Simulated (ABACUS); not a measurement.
The system is AgBr.

```xyz
2
Lattice="0.0000 2.8702 2.8702 2.8702 0.0000 2.8702 2.8702 2.8702 0.0000" Properties=species:S:1:pos:R:3 pbc="T T T"
Ag    0.0000    0.0000    0.0000
Br    2.8702    2.8702    2.8702
```

```yaml
Program: ABACUS 3.10.1
Task: single point
Functional: PBE
Potentials_or_basis: PseudoDojo NC SR 0.4.1 PBE standard
Cutoff: 1116 eV
Density_cutoff: 4463 eV
Basis: plane waves
k_mesh: 8 × 8 × 8
Occupations: fermi-dirac, width 0.05 eV
Spin: no spin polarisation
```

On this cell: pressure 2.3 GPa; largest force zero by symmetry; band gap on the k mesh 0.67 eV, indirect (least direct gap 2.60 eV).

The same run follows on a disturbed copy (atoms moved at random, drawn with an rms of 0.05 Å):

```
Ag Br
1.0
     0.00000    2.87015    2.87015
     2.87015    0.00000    2.87015
     2.87015    2.87015    0.00000
Ag Br
1 1
Direct
  0.00565 0.99636 0.00428
  0.51022 0.48856 0.50500
```

Task: What does the disturbed cell give?

Result: The energy moves by +0.2 meV/atom; pressure 2.3 GPa; largest force 0.034 eV/Å; band gap on the k mesh 0.67 eV, indirect (least direct gap 2.60 eV).

Forces in eV/Å, atoms in the order of the input:
```
Ag  -0.026  0.019 -0.012
Br   0.026 -0.019  0.012
```

A k mesh can miss the band edges.
